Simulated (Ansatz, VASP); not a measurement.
# Sr in VASP and in Ansatz

```
CELL_PARAMETERS angstrom
4.26796 0.00000 0.00000
-2.13398 3.69616 0.00000
0.00000 0.00000 7.01396
ATOMIC_POSITIONS crystal
Sr 0.33333 0.66667 0.25000
Sr 0.66667 0.33333 0.75000
```

This isn't the form of Sr at room conditions, which is fcc.

Alike in both runs: functional PBE; k mesh 12 × 12 × 6; occupations gaussian, width 0.1 eV; no spin polarisation.

Ansatz relaxed the structure, and its values are those at the end. VASP's run is a single point on that final structure, the one shown.

|  | VASP | Ansatz |
| --- | --- | --- |
| version | VASP 6.6.1 | Ansatz 0.2.0 |
| potentials or method | VASP PAW PBE potentials, release 64 (Sr_sv) | scalar-relativistic, plane waves, PAW |
| plane-wave cutoff (eV) | 520 | 420 |
| valence electrons in the cell | 20 | 20 |

```tsv
	VASP	Ansatz	Ansatz less VASP
gap on the k mesh at the Fermi level (eV)	none	none	-
pressure (GPa)	0.0	0.0	0.00
```

A gap of «none» marks a metal or a gap that the smearing closes.
